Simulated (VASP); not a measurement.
# InAgTe2 (I-42d) in VASP: further runs

Runs on InAgTe2. Level: LDA. Tasks: relaxation of cell and atoms.

Program: VASP 6.6.1. These are calculated values, not measurements. Logs are shortened: lines on timing, memory, paths and dates and some standing lists are left out, and cuts for length are marked.

### Step 1. Starting point

The structure is tetragonal, space group I-42d (No. 122). The conventional cell has a = 6.467 Å, b = 6.467 Å, c = 12.633 Å, α = 90.00°, β = 90.00°, γ = 90.00°. Around In (site symmetry -4) lie 4 Te at 2.74 Å. Ag (site symmetry -4) has 4 Te at 2.82 Å as nearest neighbours. Around Te (site symmetry 2) lie 2 In at 2.74 Å and 2 Ag at 2.82 Å.

### Step 2. Relaxation of cell and atoms, LDA

Input file INCAR:

```
SYSTEM = InAgTe2
ALGO = Normal ; EDIFF = 1E-6
EDIFFG = -0.01 ; ENCUT = 600
GGA = CA ; IBRION = 2
ISIF = 3 ; ISMEAR = 0
KPAR = 2 ; LASPH = .True.
LCHARG = .False. ; LREAL = .False.
LWAVE = .False. ; NELM = 80
NSW = 90 ; PREC = Accurate
SIGMA = 0.03
```

Input file KPOINTS:

```
k-points
0
Gamma
  8 8 8
  0 0 0
```

Input file POSCAR:

```
InAgTe2
1.0
   -3.2336000000      3.2336000000      6.3165500000
    3.2336000000     -3.2336000000      6.3165500000
    3.2336000000      3.2336000000     -6.3165500000
In Ag Te
2 2 4
Direct
    0.5000000000      0.5000000000      0.0000000000
    0.2500000000      0.7500000000      0.5000000000
    0.0000000000      0.0000000000      0.0000000000
    0.7500000000      0.2500000000      0.5000000000
    0.3750000000      0.3868000000      0.5118000000
    0.6132000000      0.1250000000      0.9882000000
    0.8750000000      0.8632000000      0.4882000000
    0.1368000000      0.6250000000      0.0118000000
```

Potentials or basis: VASP PAW LDA potentials, release 64 (In_d, Ag, Te).

Run with:

```console
cat potpaw_LDA.64/In_d/POTCAR potpaw_LDA.64/Ag/POTCAR potpaw_LDA.64/Te/POTCAR > POTCAR
mpirun -np 2 vasp_std > vasp.out
```

OUTCAR:

```text
SYSTEM = InAgTe2
   EDIFF = 1E-6
   EDIFFG = -0.01
   ENCUT = 600
   GGA = CA
   IBRION = 2
   ISIF = 3
   ISMEAR = 0
   LASPH = .True.
   LREAL = .False.
   NELM = 80
   NSW = 90
   PREC = Accurate

 ion  position               nearest neighbor table
   1  0.500  0.500  0.000-   7 2.74   6 2.74   5 2.74   8 2.74
   2  0.250  0.750  0.500-   6 2.74   5 2.74   7 2.74   8 2.74
   3  0.000  0.000  0.000-   7 2.82   6 2.82   8 2.82   5 2.82
   4  0.750  0.250  0.500-   6 2.82   5 2.82   7 2.82   8 2.82
   5  0.375  0.387  0.512-   1 2.74   2 2.74   4 2.82   3 2.82
   6  0.613  0.125  0.988-   2 2.74   1 2.74   4 2.82   3 2.82
   7  0.875  0.863  0.488-   1 2.74   2 2.74   3 2.82   4 2.82
   8  0.137  0.625  0.012-   1 2.74   2 2.74   3 2.82   4 2.82

  LATTYP: Found a body centered tetragonal cell.
 ALAT       =     6.4672000000
 C/A-ratio  =     1.9534110589

  Lattice vectors:

 A1 = (  -3.2336000000,   3.2336000000,   6.3165500000)
 A2 = (   3.2336000000,  -3.2336000000,   6.3165500000)
 A3 = (   3.2336000000,   3.2336000000,  -6.3165500000)

Analysis of symmetry for initial positions (statically):
=====================================================================
 Subroutine PRICEL returns:
 Original cell was already a primitive cell.

 Routine SETGRP: Setting up the symmetry group for a
 body centered tetragonal supercell.

 Subroutine GETGRP returns: Found  8 space group operations
 (whereof  4 operations were pure point group operations)
 out of a pool of 16 trial point group operations.

The static configuration has the point symmetry S_4 .
 The point group associated with its full space group is D_2d.

Analysis of symmetry for dynamics (positions and initial velocities):
=====================================================================
 Subroutine PRICEL returns:
 Original cell was already a primitive cell.

 Routine SETGRP: Setting up the symmetry group for a
 body centered tetragonal supercell.

 Subroutine GETGRP returns: Found  8 space group operations
 (whereof  4 operations were pure point group operations)
 out of a pool of 16 trial point group operations.

The dynamic configuration has the point symmetry S_4 .
 The point group associated with its full space group is D_2d.

 Subroutine INISYM returns: Found  8 space group operations
 (whereof  4 operations are pure point group operations),
 and found     1 'primitive' translations

----------------------------------------------------------------------------------------

                                     Primitive cell

  volume of cell :     264.1877

  direct lattice vectors                    reciprocal lattice vectors
    -3.233600000  3.233600000  6.316550000     0.000000000  0.154626423  0.079157135
     3.233600000 -3.233600000  6.316550000     0.154626423  0.000000000  0.079157135
     3.233600000  3.233600000 -6.316550000     0.154626423  0.154626423  0.000000000

  length of vectors
     7.798149897  7.798149897  7.798149897     0.173710053  0.173710053  0.218674784

  position of ions in fractional coordinates (direct lattice)
     0.500000000  0.500000000  0.000000000
     0.250000000  0.750000000  0.500000000
     0.000000000  0.000000000  0.000000000
     0.750000000  0.250000000  0.500000000
     0.375000000  0.386800000  0.511800000
     0.613200000  0.125000000  0.988200000
     0.875000000  0.863200000  0.488200000
     0.136800000  0.625000000  0.011800000

  ion indices of the primitive-cell ions
   primitive index   ion index
                 1           1
                 2           2
                 3           3
                 4           4
                 5           5
                 6           6
                 7           7
                 8           8

----------------------------------------------------------------------------------------

 KPOINTS: k-points

Automatic generation of k-mesh.
 Grid dimensions read from file:
 generate k-points for:    8    8    8

 Generating k-lattice:

  Cartesian coordinates                     Fractional coordinates (reciprocal lattice)
     0.000000000  0.019328303  0.009894642     0.125000000 -0.000000000  0.000000000
     0.019328303  0.000000000  0.009894642    -0.000000000  0.125000000  0.000000000
     0.019328303  0.019328303  0.000000000     0.000000000  0.000000000  0.125000000

  Length of vectors
     0.021713757  0.021713757  0.027334348

  Shift w.r.t. Gamma in fractional coordinates (k-lattice)
     0.000000000  0.000000000  0.000000000

 Subroutine IBZKPT returns following result:
 ===========================================

 Found     59 irreducible k-points:

 Following reciprocal coordinates:
            Coordinates               Weight
  0.000000  0.000000  0.000000      1.000000
  0.125000  0.000000  0.000000      8.000000
  0.250000  0.000000  0.000000      8.000000
  0.375000 -0.000000  0.000000      8.000000
  0.500000  0.000000  0.000000      4.000000
  0.125000  0.125000  0.000000      8.000000
[... 16 lines left out ...]
  0.250000  0.125000  0.125000     16.000000
  0.375000  0.125000  0.125000      8.000000
 [... further k-points ...]
   k-points           NKPTS =     59   k-points in BZ     NKDIM =     59   number of bands    NBANDS=     43
   number of dos      NEDOS =    301   number of ions     NIONS =      8
   total plane-waves  NPLWV = 262144
   dimension x,y,z NGX =    64 NGY =   64 NGZ =   64
   dimension x,y,z NGXF=   128 NGYF=  128 NGZF=  128
   ions per type =               2   2   4
   NGX,Y,Z   is equivalent  to a cutoff of  13.64, 13.64, 13.64 a.u.
   NGXF,Y,Z  is equivalent  to a cutoff of  27.29, 27.29, 27.29 a.u.
 SYSTEM =  InAgTe2
   PREC   = accura    normal or accurate (medium, high low for compatibility)
   ISTART =      0    job   : 0-new  1-cont  2-samecut
   ICHARG =      2    charge: 1-file 2-atom 10-const
   ISPIN  =      1    spin polarized calculation?
   LNONCOLLINEAR =      F non collinear calculations
   LSORBIT =      F    spin-orbit coupling
   LASPH  =      T    aspherical Exc in radial PAW
   ENCUT  =  600.0 eV  44.10 Ry    6.64 a.u.  15.57 15.57 15.57*2*pi/ulx,y,z
   NELM   =     80;   NELMIN=  2; NELMDL= -5     # of ELM steps
   EDIFF  = 0.1E-05   stopping-criterion for ELM
   LREAL  =      F    real-space projection
   EDIFFG = -.1E-01   stopping-criterion for IOM
   NSW    =     90    number of steps for IOM
   IBRION =      2    ionic relax: 0-MD 1-quasi-New 2-CG
   NFREE  =      1    steps in history (QN), initial steepest desc. (CG)
   ISIF   =      3    stress and relaxation
   ISYM   =      2    0-nonsym 1-usesym 2-fastsym
   POTIM  = 0.5000    time-step for ionic-motion
   TEBEG  =    0.0;   TEEND  =   0.0 temperature during run
   PSTRESS=    0.0 pullay stress
   NELECT =      72.0000    total number of electrons
   NUPDOWN=      -1.0000    fix difference up-down
   EMIN   =  10.00;   EMAX   =-10.00  energy-range for DOS
   EFERMI =   0.00;   METHOD = LEGACY
   ISMEAR =     0;   SIGMA  =   0.03  broadening in eV -4-tet -1-fermi 0-gaus
   EFERMI_NEDOS =   21; number of points for ismear=-14 and -15
   IALGO  =     38    algorithm
   IMIX   =      4    mixing-type and parameters
     AMIX     =   0.40;   BMIX     =  1.00
     AMIX_MAG =   1.60;   BMIX_MAG =  1.00
  volume/ion in A,a.u.               =      33.02       222.85
  Fermi-wavevector in a.u.,A,eV,Ry     =   1.061406  2.005766 15.328085  1.126582
  Thomas-Fermi vector in A             =   2.196821
   LORBIT       =      0    0 simple, 1 ext, 2 COOP (PROOUT), +10 PAW based schemes
   GGA     = CA    functional components
   LHFCALC =     F    Hartree Fock is set to
   AEXX    =    0.0000 exact exchange contribution
   IVDW    =     0    specifies the selected vdW correction
   LEPSILON=     F    determine dielectric tensor
   LRPA    =     F    only Hartree local field effects (RPA)
 conjugate gradient relaxation of ions
 non-spin polarized calculation
 Gauss-broadening in eV      SIGMA  =   0.03
  energy-cutoff  :      600.00
  volume of cell :      264.19
 maximum number of plane-waves:      8846
 NGX is ok and might be reduce to    64
   NGX = 31   NGY = 31   NGZ = 31

--------------------------------------- Ionic step        1  -------------------------------------------

 number of electron      71.9999997 magnetization

 Free energy of the ion-electron system (eV)
  ---------------------------------------------------
  ext. energy  EPLUGINS =         0.00000000
  ---------------------------------------------------
  free energy    TOTEN  =       -30.60285784 eV

  energy without entropy =      -30.60285784  energy(sigma->0) =      -30.60285784

------------------------ aborting loop because EDIFF is reached ----------------------------------------

  FORCE on cell =-STRESS in cart. coord.  units (eV):
  Direction    XX          YY          ZZ          XY          YZ          ZX
  --------------------------------------------------------------------------------------
  -------------------------------------------------------------------------------------
  Total       -1.3999802     -1.3999802     -1.3215658      0.0000000      0.0000000     -0.0000000
  in kB       -8.4902395     -8.4902395     -8.0146925      0.0000000      0.0000000     -0.0000000
  external PRESSURE =      -8.3317238 kB  Pullay stress =       0.0000000 kB
[... 107 lines left out ...]
  FREE ENERGIE OF THE ION-ELECTRON SYSTEM (eV)
  ---------------------------------------------------
  free  energy   TOTEN  =       -30.8534269722 eV

  energy  without entropy=      -30.8534269649  energy(sigma->0) =      -30.85342697

 E-fermi :   4.8096     XC(G=0):  -9.2081

 val. band max:        4.7931663646   @ k =   0.0000   0.0000   0.0000
 cond. band min:       4.8259230214   @ k =   0.0000   0.0000   0.0000
 fundamental gap:      0.0327566569
 Fermi energy:         4.8095674598

 k-point     1 :       0.0000    0.0000    0.0000
  band No.  band energies     occupation
      1     -10.0614      2.00000
      2     -10.0529      2.00000
      3     -10.0529      2.00000
      4      -9.9826      2.00000
      5      -9.9670      2.00000
      6      -9.9670      2.00000
[... 1093 lines left out ...]
     42       8.4974      0.00000
     43       8.6307      0.00000

 [... further k-points ...]

[... ionic steps 4 to 10 ...]

--------------------------------------- Ionic step       11  -------------------------------------------

 number of electron      72.0000005 magnetization

------------------------ aborting loop because EDIFF is reached ----------------------------------------
[... 79 lines left out ...]
--------------------------------------- Ionic step       13  -------------------------------------------

 number of electron      72.0000004 magnetization

 Free energy of the ion-electron system (eV)
  ---------------------------------------------------
  ext. energy  EPLUGINS =         0.00000000
  ---------------------------------------------------
  free energy    TOTEN  =       -30.90457272 eV

  energy without entropy =      -30.90455742  energy(sigma->0) =      -30.90456507

 E-fermi :   4.8850     XC(G=0):  -9.2402

 val. band max:        4.8487090734   @ k =   0.0000   0.0000   0.0000
 cond. band min:       4.9213132832   @ k =   0.0000   0.0000   0.0000
 fundamental gap:      0.0726042098
 Fermi energy:         4.8850123773

 k-point     1 :       0.0000    0.0000    0.0000
  band No.  band energies     occupation
      1     -10.0291      2.00000
      2     -10.0238      2.00000
      3     -10.0238      2.00000
      4      -9.9458      2.00000
      5      -9.9289      2.00000
      6      -9.9289      2.00000
[... 1093 lines left out ...]
     42       8.6202      0.00000
     43       8.7275      0.00000

 [... further k-points ...]
[... 5 lines left out ...]
  --------------------------------------------------------------------------------------
  -------------------------------------------------------------------------------------
  Total        0.0710448      0.0710448      0.0238608      0.0000000      0.0000000      0.0000000
  in kB        0.4459407      0.4459407      0.1497718      0.0000000      0.0000000      0.0000000
  external PRESSURE =       0.3472177 kB  Pullay stress =       0.0000000 kB
[... 23 lines left out ...]
  FREE ENERGIE OF THE ION-ELECTRON SYSTEM (eV)
  ---------------------------------------------------
  free  energy   TOTEN  =       -30.9045727178 eV

  energy  without entropy=      -30.9045574247  energy(sigma->0) =      -30.90456507

 reached required accuracy - stopping structural energy minimisation
```

Wall time 58 min (2 MPI ranks of Intel Xeon 6975P-C (Granite Rapids), shared host); peak memory 1 GiB.

What came out:

* Free energy: -30.9046 eV
* Relaxed volume: 31.91 Å³/atom
* Relaxed cell: a = 7.759 Å, b = 7.759 Å, c = 7.759 Å, α = 131.67°, β = 131.67°, γ = 70.75°
* Space group after relaxing (to 0.05 Å): I-42d (No. 122)
* Energy gained by relaxing: 37.7 meV/atom
* Ionic steps: 13
* Pressure after relaxing: 0.0 GPa
* Largest force after relaxing: 0.008 eV/Å
* Band gap on the k mesh: 0.07 eV, direct

Forces on the atoms (eV/Å):
```
In   0.000  0.000  0.000
In   0.000  0.000  0.000
Ag   0.000  0.000  0.000
Ag   0.000  0.000  0.000
Te  -0.008  0.000  0.000
Te   0.000  0.008  0.000
Te   0.008  0.000  0.000
Te   0.000 -0.008  0.000
```

Step by step:
```
step  energy change (eV)  largest force (eV/Å)  pressure (GPa)  volume (Å³)
   1              0.0000                0.9383           -0.83       264.19
   2             -0.1660                0.6964           -0.02       257.68
   3             -0.2506                0.2445            1.63       248.10
   4             -0.2828                0.2343           -0.39       257.21
   5             -0.2966                0.0755            0.28       253.88
   6             -0.3004                0.0058           -0.04       255.58
   7             -0.3004                0.0002           -0.07       255.73
   8             -0.3010                0.0160            0.00       255.37
   9             -0.3012                0.0310            0.07       255.04
  10             -0.3016                0.0265           -0.01       255.48
  11             -0.3016                0.0253           -0.04       255.60
  12             -0.3017                0.0108            0.00       255.31
  13             -0.3017                0.0080            0.03       255.25
```

Final structure:
```
CELL_PARAMETERS angstrom
-3.17600 3.17600 6.32623
3.17600 -3.17600 6.32623
3.17600 3.17600 -6.32623
ATOMIC_POSITIONS crystal
In 0.50000 0.50000 0.00000
In 0.25000 0.75000 0.50000
Ag 0.00000 0.00000 0.00000
Ag 0.75000 0.25000 0.50000
Te 0.37500 0.36487 0.48987
Te 0.63513 0.12500 0.01013
Te 0.87500 0.88513 0.51013
Te 0.11487 0.62500 0.98987
```

Caveat: spin-orbit coupling is left out, which moves the levels of the heavy elements. Zero-point motion and thermal expansion aren't in these numbers.

### Step 3. Relaxation of cell and atoms, LDA

This run uses another cell than the first one, of 31.91 Å³/atom, 0.966 times its volume.

INCAR, as its differences from that of step 2:

```diff
@@ -1,4 +1,4 @@
 SYSTEM = InAgTe2
-ALGO = Normal ; EDIFF = 1E-6
-EDIFFG = -0.01 ; ENCUT = 600
+ALGO = Normal ; EDIFF = 1E-7
+EDIFFG = -0.005 ; ENCUT = 600
 GGA = CA ; IBRION = 2
```

KPOINTS is that of step 2.

Input file POSCAR:

```
InAgTe2                                 
1.0
   -3.1759981980      3.1759981980      6.3262317634
    3.1759981980     -3.1759981980      6.3262317634
    3.1759981980      3.1759981980     -6.3262317634
  In              Ag              Te            
     2     2     4
Direct
     0.5000000000000000    0.5000000000000000    0.0000000000000000
     0.2500000000000000    0.7500000000000000    0.5000000000000000
     0.0000000000000000    0.0000000000000000    0.0000000000000000
     0.7500000000000000    0.2500000000000000    0.5000000000000000
     0.3750000000000000    0.3648658947195051    0.4898658947195051
     0.6351341052804950    0.1250000000000000    0.0101341052804948
     0.8750000000000000    0.8851341052804950    0.5101341052804950
     0.1148658947195051    0.6250000000000000    0.9898658947195050
```

Potentials or basis: VASP PAW LDA potentials, release 64 (In_d, Ag, Te).

Run with:

```console
cat potpaw_LDA.64/In_d/POTCAR potpaw_LDA.64/Ag/POTCAR potpaw_LDA.64/Te/POTCAR > POTCAR
mpirun -np 2 vasp_std > vasp.out
```

Run time: 16 min. Hardware: 2 MPI ranks of Intel Xeon 6975P-C (Granite Rapids), shared host; peak memory 0.94 GiB.

Results (log left out):

```yaml
Free_energy: -30.9037 eV
Relaxed_volume: 31.93 Å³/atom
Relaxed_cell: a = 7.760 Å, b = 7.760 Å, c = 7.760 Å, α = 131.66°, β = 131.66°, γ = 70.76°
Space_group_after_relaxing_to_0.05_Å: I-42d (No. 122)
Energy_gained_by_relaxing: 0.0 meV/atom
Ionic_steps: 3
Pressure_after_relaxing: 0.0 GPa
Largest_force_after_relaxing: 0.004 eV/Å
Band_gap_on_the_k_mesh: 0.07 eV, direct
```

Forces in eV/Å, atoms in the order of the input:
```
In   0.000  0.000  0.000
In   0.000  0.000  0.000
Ag   0.000  0.000  0.000
Ag   0.000  0.000  0.000
Te  -0.004  0.000  0.000
Te   0.000  0.004  0.000
Te   0.004  0.000  0.000
Te   0.000 -0.004  0.000
```

Final structure:
```
In Ag Te
1.0
    -3.17704    3.17704    6.32661
     3.17704   -3.17704    6.32661
     3.17704    3.17704   -6.32661
In Ag Te
2 2 4
Direct
  0.50000 0.50000 0.00000
  0.25000 0.75000 0.50000
  0.00000 0.00000 0.00000
  0.75000 0.25000 0.50000
  0.37500 0.36481 0.48981
  0.63519 0.12500 0.01019
  0.87500 0.88519 0.51019
  0.11481 0.62500 0.98981
```

Levels at points of the mesh, in eV from the valence-band top:
| k point | band 32 | band 33 | band 34 | band 35 | band 36 | band 37 | band 38 | band 39 | band 40 | band 41 |
| --- | --- | --- | --- | --- | --- | --- | --- | --- | --- | --- |
| (0.00, 0.00, 0.00) | -2.17 | -2.17 | -0.06 | -0.06 | 0.00 | 0.07 | 1.77 | 1.82 | 3.35 | 3.35 |
| (0.50, 0.00, 0.00) | -2.04 | -1.74 | -1.47 | -1.35 | -0.72 | 1.79 | 2.09 | 2.76 | 3.46 | 3.59 |
| (0.50, 0.50, 0.00) | -1.48 | -1.00 | -1.00 | -0.61 | -0.61 | 0.82 | 0.82 | 2.81 | 2.81 | 4.07 |
| (0.50, 0.50, 0.50) | -2.04 | -1.41 | -1.41 | -1.11 | -1.11 | 1.43 | 1.43 | 1.81 | 1.81 | 2.50 |

Caveat: spin-orbit coupling is left out, which moves the levels of the heavy elements.
